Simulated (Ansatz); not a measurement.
Data:

AlSb:
```cif
data_Al4Sb4
_chemical_formula_sum 'Sb4 Al4'
_space_group_name_H-M_alt 'F-43m'
_space_group_IT_number 216
_space_group_name_Hall 'F -4 2 3'
_cell_length_a 6.17727
_cell_length_b 6.17727
_cell_length_c 6.17727
_cell_angle_alpha 90.000
_cell_angle_beta 90.000
_cell_angle_gamma 90.000
loop_
_atom_site_label
_atom_site_type_symbol
_atom_site_symmetry_multiplicity
_atom_site_Wyckoff_symbol
_atom_site_fract_x
_atom_site_fract_y
_atom_site_fract_z
_atom_site_occupancy
Sb1 Sb 4 c 0.25000 0.25000 0.25000 1
Al1 Al 4 a 0.00000 0.00000 0.00000 1
```
(The calculation used a cell of 2 atoms; values per cell refer to that cell.)

This is the r²SCAN-relaxed structure.

Question: All from plane-wave PAW r²SCAN (Ansatz code), unless another level is named. Estimate the bulk modulus (Birch–Murnaghan fit).

Answer: 55.6 GPa.

Question: Predict the highest zone-centre frequency (without LO–TO term).

Answer: 314 cm⁻¹.

The cell was relaxed with r²SCAN under the symmetry of its start; of distortions, only those at the zone centre were tested. Scalar-relativistic: spin–orbit coupling is off unless named, which matters more the heavier the elements.

Potentials: the later of the program's two PAW sets.
